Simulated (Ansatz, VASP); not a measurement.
## Two plane-wave programs on BAs

File INCAR:

```
  PREC = Accurate
  ENCUT = 520
  EDIFF = 1E-7
  ISMEAR = 0
  SIGMA = 0.1
  LREAL = F
  LASPH = T
  NELM = 100
  ALGO = Normal
  ISIF = 2
  LWAVE = F
  LCHARG = F
  GGA = PE
  NBANDS = 26
```

The input KPOINTS:

```
regular mesh
0
Gamma
  4 4 6
```

Contents of POSCAR:

```
BAs
1.0
    5.6136901800      0.0000000000      0.0000000000
    0.0000000000      5.6136901800      0.0000000000
    0.0000000000      0.0000000000      3.3692092000
B As
4 4
Direct
    0.6804985700      0.6804985700      0.0000000000
    0.1804985700      0.8195014300      0.5000000000
    0.8195014300      0.1804985700      0.5000000000
    0.3195014300      0.3195014300      0.0000000000
    0.8195014300      0.8195014300      0.5000000000
    0.1804985700      0.1804985700      0.5000000000
    0.6804985700      0.3195014300      0.0000000000
    0.3195014300      0.6804985700      0.0000000000
```

Input for Ansatz:

```yaml
crystal:
  lattice:
    - [5.61369018, 0.0, 0.0]
    - [0.0, 5.61369018, 0.0]
    - [0.0, 0.0, 3.3692092]
  atoms:
    - { symbol: B, position: [0.68049857, 0.68049857, 0.0] }
    - { symbol: B, position: [0.18049857, 0.81950143, 0.5] }
    - { symbol: B, position: [0.81950143, 0.18049857, 0.5] }
    - { symbol: B, position: [0.31950143, 0.31950143, 0.0] }
    - { symbol: As, position: [0.81950143, 0.81950143, 0.5] }
    - { symbol: As, position: [0.18049857, 0.18049857, 0.5] }
    - { symbol: As, position: [0.68049857, 0.31950143, 0.0] }
    - { symbol: As, position: [0.31950143, 0.68049857, 0.0] }
basis:
  ecutwfc: 420
kpoints:
  mp_grid: { grid: [4, 4, 6] }
hamiltonian:
  xc: pbe
scf:
  occupations: { method: gaussian, width: 0.1 }
  lower_state_search: "off"
output:
  forces: true
  stress: true
  eigenvalues: true
```

Alike in both runs: task single point; functional PBE; k mesh 4 × 4 × 6; occupations gaussian, width 0.1 eV; no spin polarisation.

|  | VASP | Ansatz |
| --- | --- | --- |
| version | VASP 6.6.1 | Ansatz 0.2.0 |
| potentials or method | VASP PAW PBE potentials, release 64 (B, As) | scalar-relativistic, plane waves, PAW |
| plane-wave cutoff (eV) | 520 | 420 |
| valence electrons in the cell | 32 | 72 |

```csv
,VASP,Ansatz,Ansatz less VASP
gap on the k mesh at the Fermi level (eV),0.36,0.37,+0.007
least direct gap on the mesh (eV),0.36,0.37,+0.007
pressure (GPa),15.8,14.9,-0.90
largest component of the traceless stress (GPa),8.25,8.27,+0.017
rms of the force components (eV/Å),0.247,0.236,-0.0109
```

Atom by atom the forces differ by 0.012 eV/Å (rms over components). The two sets of potentials don't hold the same shells in valence.

Caveats: so large a pressure means that the cell lies far from this level's equilibrium, or that cutoff or potentials fall short (VASP).
